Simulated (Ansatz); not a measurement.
**WSe2: from supercell energies to defect levels (H interstitial)**

Method: DFT PBE+D3(BJ), scalar-relativistic, plane waves, PAW in Ansatz. Run with 420 eV cutoff, 3×3×2 k-mesh, shifted by half a step, Gaussian smearing of 0.01 eV, collinear spin in charge 0 alone.

Host crystal, relaxed:

```xyz
6
Lattice="3.2790 0.0000 0.0000 -1.6395 2.8397 0.0000 0.0000 0.0000 12.7928" Properties=species:S:1:pos:R:3 pbc="T T T"
W     1.6395    0.9466    3.1984
W     0.0000    1.8932    9.5944
Se    0.0000    1.8932    4.8827
Se    1.6395    0.9466   11.2787
Se    0.0000    1.8932    1.5141
Se    1.6395    0.9466    7.9101
```

The H interstitial was set at (0.000, 0.000, 0.000) of the host cell, in a supercell of 24 sites (476 Å³), relaxed at fixed cell in each charge q, from a start with the atoms near it displaced at random. In charges +1, 0 some atom moved by up to 1.6 Å, so the relaxed defect can differ in kind from the start: near the site, 6 Se at 2.42 Å became 1 Se at 1.74 Å, 1 Se at 1.76 Å, 2 Se at 2.96 Å, 2 Se at 2.97 Å (charge +1); 1 Se at 1.64 Å, 2 Se at 2.54 Å, 2 Se at 2.55 Å (charge 0). The host's Kohn–Sham gap is 0.87 eV and its static dielectric constant 13.2 (mean). For each charge: the supercell's free energy over the neutral one with q electrons exchanged at the valence band top, F(q) − F(0) + qE_v; the image-charge term; and the term that aligns the potential far from the defect with the host's.

Spin-orbit coupling is left out, which matters for the bands and energies of heavy elements.

| q | F(q) − F(0) + qE_v (eV) | image charge (eV) | alignment (eV) |
| --- | --- | --- | --- |
| +1 | -0.655 | 0.091 | -0.058 |
| 0 | 0.000 | 0.000 | 0.000 |
| -1 | 0.579 | 0.091 | -0.184 |

Add the terms and find the levels between neighbouring charges, ε(q/q′) = [A(q′) − A(q)]/(q − q′), with and without the two corrections.

A(q): -0.622 eV for +1, 0.000 eV for 0, 0.486 eV for -1.
| level | corrected (eV over E_v) | uncorrected (eV) |
| --- | --- | --- |
| (+1/0) | 0.62 | 0.66 |
| (0/-1) | 0.49 | 0.58 |

As a check, a point charge in a simple cubic cell of this volume has q²αe²/(2εL) = 0.197 q² eV (e² = 14.40 eV Å, α = 2.837, L = 7.81 Å); the shape of the real cell and the anisotropy of ε can change it somewhat. The term grows as q², so it pushes donor levels down and acceptor levels up. The program doubts the alignment for q = +1, -1, so levels beside it are uncertain by about that term.

Which of these charges is lowest with the Fermi level at the valence band top, at mid-gap and at the conduction band bottom?

The line A(q) + qE_F that lies lowest gives the charge: +1 at E_F = 0.00 eV, +1 at E_F = 0.44 eV, -1 at E_F = 0.87 eV. The level (+1/0) lies above (0/-1), so charge 0 is never the lowest: a negative-U pattern, with a direct (+1/-1) level at 0.55 eV. In charge 0 the cell has partly filled levels, from a carrier spread over the host's bands, a defect level that the small cell broadens into a band, or a degenerate defect level, so the levels beside it are doubtful. Charges beyond those computed could lie lower near the band edges.

The neutral defect forms at 1.80 eV with atoms taken from and returned to the elements. What are the formation energies at those three Fermi levels, and what share of sites would hold the defect at 1200 K with E_F at mid-gap, if the host still stood at that temperature?

E_f = E_f(0) + A(q) + qE_F = 1.18, 1.61, 1.41 eV. In the dilute limit the share is exp(−E_f/k_BT) = exp(−1.613/0.1034) = 1.7×10⁻⁷, leaving out degeneracy and vibrational entropy. This is the H-rich limit; a poorer supply of H, or a competing compound of it, raises E_f. The small cell and the narrow Kohn–Sham gap leave errors of tenths of an eV or more, which change the share by orders of magnitude.